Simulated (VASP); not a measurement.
# Si (Fd-3m) in VASP: notebook, part 2 of 2

VASP 6.6.1. The steps go on from the part before.

## Step 3: Single point, HSE06 (uniaxial_z strain -2.5%)

Contents of POSCAR:

```
Si
1.0
    0.0000000000      2.7221188958      2.6540659234
    2.7221188958      0.0000000000      2.6540659234
    2.7221188958      2.7221188958      0.0000000000
Si
2
Direct
    0.0000000000      0.0000000000      0.0000000000
    0.2500000000      0.2500000000      0.2500000000
```

Contents of INCAR.step1:

```
SYSTEM = Si
ALGO = Normal
EDIFF = 1E-5
ENCUT = 520
GGA = PE
ISIF = 2
ISMEAR = 0
LASPH = .TRUE.
LREAL = .FALSE.
LWAVE = .TRUE.
NBANDS = 11
NELM = 100
PREC = Accurate
SIGMA = 0.01
```

Contents of INCAR.step2:

```
SYSTEM = Si
ALGO = Normal
EDIFF = 1E-6
ENCUT = 520
GGA = PE
HFSCREEN = 0.2079
ISIF = 2
ISMEAR = 0
ISTART = 1
LASPH = .TRUE.
LCHARG = .TRUE.
LELF = .TRUE.
LHFCALC = .TRUE.
LREAL = .FALSE.
LVHAR = .TRUE.
LWAVE = .FALSE.
NBANDS = 11
NELM = 100
PREC = Accurate
PRECFOCK = Normal
SIGMA = 0.01
```

Contents of KPOINTS:

```
k-points
0
G
  6 6 6
  0 0 0
```

Potentials or basis: VASP PAW PBE potentials, release 64 (Si).

Command:

```console
cat potpaw_PBE.64/Si/POTCAR > POTCAR
cp INCAR.step1 INCAR
mpirun -np 1 vasp_std > vasp.out
cp INCAR.step2 INCAR
mpirun -np 1 vasp_std > vasp.out
```

OUTCAR:

```text
SYSTEM = Si
   EDIFF = 1E-6
   ENCUT = 520
   GGA = PE
   HFSCREEN = 0.2079
   ISIF = 2
   ISMEAR = 0
   ISTART = 1
   LASPH = .TRUE.
   LHFCALC = .TRUE.
   LREAL = .FALSE.
   NELM = 100
   PREC = Accurate
   PRECFOCK = Normal

 ion  position               nearest neighbor table
   1  0.000  0.000  0.000-   2 2.34   2 2.34   2 2.34   2 2.34
   2  0.250  0.250  0.250-   1 2.34   1 2.34   1 2.34   1 2.34

  LATTYP: Found a body centered tetragonal cell.
 ALAT       =     3.8496574608
 C/A-ratio  =     1.3788582233

  Lattice vectors:

 A1 = (   0.0000000000,  -2.7221188958,  -2.6540659234)
 A2 = (   0.0000000000,   2.7221188958,  -2.6540659234)
 A3 = (   2.7221188958,   0.0000000000,   2.6540659234)

Analysis of symmetry for initial positions (statically):
=====================================================================
 Subroutine PRICEL returns:
 Original cell was already a primitive cell.

 Routine SETGRP: Setting up the symmetry group for a
 body centered tetragonal supercell.

 Subroutine GETGRP returns: Found 16 space group operations
 (whereof  8 operations were pure point group operations)
 out of a pool of 16 trial point group operations.

The static configuration has the point symmetry D_2d.
 The point group associated with its full space group is D_4h.

Analysis of symmetry for dynamics (positions and initial velocities):
=====================================================================
 Subroutine PRICEL returns:
 Original cell was already a primitive cell.

 Routine SETGRP: Setting up the symmetry group for a
 body centered tetragonal supercell.

 Subroutine GETGRP returns: Found 16 space group operations
 (whereof  8 operations were pure point group operations)
 out of a pool of 16 trial point group operations.

The dynamic configuration has the point symmetry D_2d.
 The point group associated with its full space group is D_4h.

 Subroutine INISYM returns: Found 16 space group operations
 (whereof  8 operations are pure point group operations),
[... 131 lines left out ...]
   ENCUTFOCK=  -1.0 apply spherical cutoff to Coloumb kernel
   IVDW    =     0    specifies the selected vdW correction
   LEPSILON=     F    determine dielectric tensor
   LRPA    =     F    only Hartree local field effects (RPA)
 non-spin polarized calculation
 Gauss-broadening in eV      SIGMA  =   0.01
  energy-cutoff  :      520.00
  volume of cell :       39.33
 maximum number of plane-waves:      1070
  NGX = 24; NGY = 24; NGZ = 24

 number of electron       8.0000000 magnetization

 Free energy of the ion-electron system (eV)
  ---------------------------------------------------
  ext. energy  EPLUGINS =         0.00000000
  ---------------------------------------------------
  free energy    TOTEN  =       -12.52247700 eV

  energy without entropy =      -12.52247700  energy(sigma->0) =      -12.52247700

 E-fermi :   5.9130     XC(G=0):  -7.9027

 val. band max:        5.7815923121   @ k =   0.0000   0.0000   0.0000
 cond. band min:       6.7736350244   @ k =   0.5000   0.5000   0.0000
 fundamental gap:      0.9920427123
 Fermi energy:         5.9129665822

 k-point     1 :       0.0000    0.0000    0.0000
  band No.  band energies     occupation
      1      -7.7637      2.00000
      2       5.5966      2.00000
      3       5.5966      2.00000
      4       5.7816      2.00000
      5       8.9358      0.00000
      6       9.0272      0.00000
      7       9.0272      0.00000
      8      10.1975      0.00000
      9      14.2120      0.00000
     10      14.5341      0.00000
     11      14.6951      0.00000
[... 309 lines left out ...]
 k-point    24 :       0.5000    0.0000    0.3333
  band No.  band energies     occupation
      1      -4.3293      2.00000
      2      -1.6879      2.00000
      3       1.6504      2.00000
      4       2.8831      2.00000
      5       7.3737      0.00000
      6       9.1771      0.00000
      7      14.0520      0.00000
      8      14.6147      0.00000
      9      17.3847      0.00000
     10      17.9984      0.00000
     11      19.3147      0.00000

 [... further k-points ...]

------------------------ aborting loop because EDIFF is reached ----------------------------------------

  FORCE on cell =-STRESS in cart. coord.  units (eV):
  Direction    XX          YY          ZZ          XY          YZ          ZX
  --------------------------------------------------------------------------------------
  -------------------------------------------------------------------------------------
  Total        0.2870411      0.2870411      0.9244271      0.0000000      0.0000000      0.0000000
  in kB       11.6922685     11.6922685     37.6554088      0.0000000      0.0000000      0.0000000
  external PRESSURE =      20.3466486 kB  Pullay stress =       0.0000000 kB

 VOLUME and BASIS-vectors are now :
 -----------------------------------------------------------------------------
  energy-cutoff  :      520.00
  volume of cell :       39.33
      direct lattice vectors                 reciprocal lattice vectors
     0.000000000  2.722118896  2.654065923    -0.183680441  0.183680441  0.188390196
     2.722118896  0.000000000  2.654065923     0.183680441 -0.183680441  0.188390196
     2.722118896  2.722118896  0.000000000     0.183680441  0.183680441 -0.188390196

 POSITION                                       TOTAL-FORCE (eV/Angst)
 -----------------------------------------------------------------------------------
      0.00000      0.00000      0.00000        -0.000000     -0.000000     -0.000000
      1.36106      1.36106      1.32703         0.000000      0.000000      0.000000
 -----------------------------------------------------------------------------------
    total drift:                                0.000000      0.000000     -0.000000

  FREE ENERGIE OF THE ION-ELECTRON SYSTEM (eV)
  ---------------------------------------------------
  free  energy   TOTEN  =       -12.5224770042 eV

  energy  without entropy=      -12.5224770042  energy(sigma->0) =      -12.52247700
```

OUTCAR.step1:

```text
SYSTEM = Si
   EDIFF = 1E-5
   ENCUT = 520
   GGA = PE
   ISIF = 2
   ISMEAR = 0
[... 562 lines left out ...]
      0.00000      0.00000      0.00000        -0.000000     -0.000000     -0.000000
      1.36106      1.36106      1.32703         0.000000      0.000000      0.000000
 -----------------------------------------------------------------------------------
    total drift:                                0.000000      0.000000     -0.000000

  FREE ENERGIE OF THE ION-ELECTRON SYSTEM (eV)
  ---------------------------------------------------
  free  energy   TOTEN  =       -10.8031202618 eV

  energy  without entropy=      -10.8031202618  energy(sigma->0) =      -10.80312026
```

It took 15 min on 1 thread of Intel Xeon Platinum 8488C (Sapphire Rapids), shared host; peak memory 0.27 GiB.

Results:

```
Free energy            : -12.5225 eV
Pressure               : 2.0 GPa
Band gap on the k mesh : 0.99 eV, indirect (least direct gap 3.15 eV)
```

Stress tensor (GPa, compression positive):
```
1.17 0.00 0.00
0.00 1.17 0.00
0.00 0.00 3.77
```

Caveat: the PAW data sets were made with another functional, which shifts forces and pressure a little.

## Step 4: Single point, PBE (hydrostatic strain +2.0%)

Contents of INCAR:

```
SYSTEM = Si
PREC = Accurate ; ENCUT = 520
EDIFF = 1E-6 ; ISMEAR = -1
SIGMA = 0.02 ; LREAL = .FALSE.
LASPH = .TRUE. ; NELM = 100
ALGO = Normal ; ISIF = 2
LWAVE = .FALSE. ; LCHARG = .FALSE.
GGA = PE ; NBANDS = 11
```

Contents of KPOINTS:

```
regular mesh
0
G
  8 8 8
  0 0 0
```

Contents of POSCAR:

```
Si
1.0
    0.0000000000      2.7765612738      2.7765612738
    2.7765612738      0.0000000000      2.7765612738
    2.7765612738      2.7765612738      0.0000000000
Si
2
Direct
    0.0000000000      0.0000000000      0.0000000000
    0.2500000000      0.2500000000      0.2500000000
```

Command:

```console
cat potpaw_PBE.64/Si/POTCAR > POTCAR
mpirun -np 1 vasp_std > vasp.out
```

Wall time 17 s (1 thread of Intel Xeon Platinum 8488C (Sapphire Rapids), shared host); peak memory 0.16 GiB.

The run converged. Its results:

```
Free energy            : -10.8230 eV
Pressure               : -3.7 GPa
Band gap on the k mesh : 0.72 eV, indirect (least direct gap 2.44 eV)
```

Levels at points of the mesh, in eV from the valence-band top:
```csv
k point,band 2,band 3,band 4,band 5,band 6,band 7
"(0.00, 0.00, 0.00)",0.00,0.00,0.00,2.54,2.54,2.54
"(0.50, 0.00, 0.00)",-6.67,-1.14,-1.14,1.31,3.36,3.36
"(0.50, 0.50, 0.00)",-7.61,-2.68,-2.68,0.83,0.83,9.55
```

A k mesh can miss the band edges.

## Step 5: Single point, r2SCAN (uniaxial_z strain -2.5%)

Contents of POSCAR:

```
Si
1.0
    0.0000000000      2.7221188958      2.6540659234
    2.7221188958      0.0000000000      2.6540659234
    2.7221188958      2.7221188958      0.0000000000
Si
2
Direct
    0.0000000000      0.0000000000      0.0000000000
    0.2500000000      0.2500000000      0.2500000000
```

Contents of INCAR.step1:

```
SYSTEM = Si
PREC = Accurate ; ENCUT = 520
ISMEAR = 0 ; SIGMA = 0.01
LREAL = .False. ; LASPH = .True.
NELM = 100 ; NBANDS = 11
GGA = PE ; ALGO = Normal
EDIFF = 1E-4 ; LWAVE = .True.
LCHARG = .False.
```

Contents of INCAR.step2:

```
SYSTEM = Si
PREC = Accurate ; ENCUT = 520
EDIFF = 1E-6 ; ISMEAR = 0
SIGMA = 0.01 ; LREAL = .False.
LASPH = .True. ; NELM = 100
ALGO = Normal ; ISIF = 2
LWAVE = .False. ; LCHARG = .False.
METAGGA = R2SCAN ; LMIXTAU = .True.
NBANDS = 11 ; ISTART = 1
```

Contents of KPOINTS:

```
regular mesh
0
Gamma
  8 8 8
  0 0 0
```

Command:

```console
cat potpaw_PBE.64/Si/POTCAR > POTCAR
cp INCAR.step1 INCAR
mpirun -np 1 vasp_std > vasp.out
cp INCAR.step2 INCAR
mpirun -np 1 vasp_std > vasp.out
```

It took 70 s on 1 thread of Intel Xeon Platinum 8488C (Sapphire Rapids), shared host; peak memory 0.16 GiB.

It converged, with:

| Property | Result |
| --- | --- |
| Free energy | -17.5352 eV |
| Pressure | 2.3 GPa |
| Band gap on the k mesh | 0.50 eV, indirect (least direct gap 2.58 eV) |

Stress tensor (GPa, compression positive):
```
1.46 0.00 0.00
0.00 1.46 0.00
0.00 0.00 4.06
```

Levels at points of the mesh, in eV from the valence-band top:
```tsv
k point	band 1	band 2	band 3	band 4	band 5	band 6	band 7	band 8	band 9
(0.00, 0.00, 0.00)	-12.78	-0.19	-0.19	0.00	2.58	2.68	2.68	4.08	7.77
(0.50, 0.00, 0.00)	-10.28	-7.48	-1.54	-1.29	1.80	3.35	3.59	8.25	10.92
(0.50, 0.50, 0.00)	-8.24	-8.24	-3.32	-3.32	0.62	0.62	10.89	10.89	11.62
(0.50, 0.00, 0.50)	-8.40	-8.40	-3.12	-3.12	0.84	0.84	10.78	10.78	11.67
```

Caveat: the PAW data sets were made with another functional, which shifts forces and pressure a little.

## Step 6: Overview

```csv
level,cell,k mesh,smearing,exchange at q = 0,grid for exact exchange (PRECFOCK),screening parameter,gap on the mesh (eV),pressure (GPa)
PBE,as given,8 × 8 × 8,fermi-dirac 0.02 eV,-,-,-,0.63,1.2
HSE06,uniaxial_z strain -2.5%,6 × 6 × 6,gaussian 0.01 eV,truncated,Normal,0.2079 1/A,0.99,2.0
PBE,hydrostatic strain +2.0%,8 × 8 × 8,fermi-dirac 0.02 eV,-,-,-,0.72,-3.7
r2SCAN,uniaxial_z strain -2.5%,8 × 8 × 8,gaussian 0.01 eV,-,-,-,0.50,2.3
```

Alike in all rows: task single point; potentials or basis VASP PAW PBE potentials, release 64 (Si); no spin polarisation; cutoff (eV) 520.

Caveats: the PAW data sets were made with another functional, which shifts forces and pressure a little (some runs).

Absolute energies hang on the potentials; compare differences alone.
